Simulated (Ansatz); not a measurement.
# AgCl: one input, then a changed one

The cell is COD entry 9011666, as deposited and not checked against the literature; nothing was relaxed.

First run: DFT, PBEsol, PAW with Ansatz's default frozen-core files, scalar-relativistic (Ansatz 0.2.0).

Command: `ansatz run input.yaml --threads 1 --pin off --max-ram 2048MiB --backend cpu --events-out ev --progress --plain --runs-dir out` The run took about 2.8 s on 1 thread of a shared machine.

```yaml
crystal:
  lattice:
    - [0.0, 2.77315, 2.77315]
    - [2.77315, 0.0, 2.77315]
    - [2.77315, 2.77315, 0.0]
  atoms:
    - { symbol: Ag, position: [0.5, 0.5, 0.5] }
    - { symbol: Cl, position: [0.0, 0.0, 0.0] }
kpoints:
  mp_grid: { grid: [9, 9, 9] }
  band_path:
    path:
      - [0.0, 0.0, 0.0]
      - [0.5, 0.0, 0.5]
      - [0.625, 0.25, 0.625]
      - [0.375, 0.375, 0.75]
      - [0.0, 0.0, 0.0]
      - [0.5, 0.5, 0.5]
      - [0.5, 0.25, 0.75]
      - [0.5, 0.0, 0.5]
    npoints: 5
scf:
  occupations: { method: fermi_dirac, width: 0.01 }
hamiltonian:
  xc: pbesol
  pseudopotentials: { kind: paw }
output:
  forces: true
  stress: true
  eigenvalues: true
  efg: { contact_densities: true }
  write_density: true
  write_potential: true
  elf: true
  volumetric_format: npy
```

Result: converged; pressure -2.64 GPa; gap on the k mesh 0.78 eV (the mesh can miss the band edges); 6 SCF iterations.

The input is then changed:

```diff
@@ -24,5 +24,5 @@
 hamiltonian:
   xc: pbesol
-  pseudopotentials: { kind: paw }
+  pseudopotentials: { kind: paw, source: ansatz }
 output:
   forces: true
@@ -30,7 +30,5 @@
   eigenvalues: true
   efg: { contact_densities: true }
-  write_density: true
-  write_potential: true
-  elf: true
-  volumetric_format: npy
+basis:
+  xc_grid: 4
```

(1) Predict the outcome of the changed run.

## Answers

(1) It converged; pressure -2.63 GPa; gap on the k mesh 0.78 eV (the mesh can miss the band edges); 8 SCF iterations.
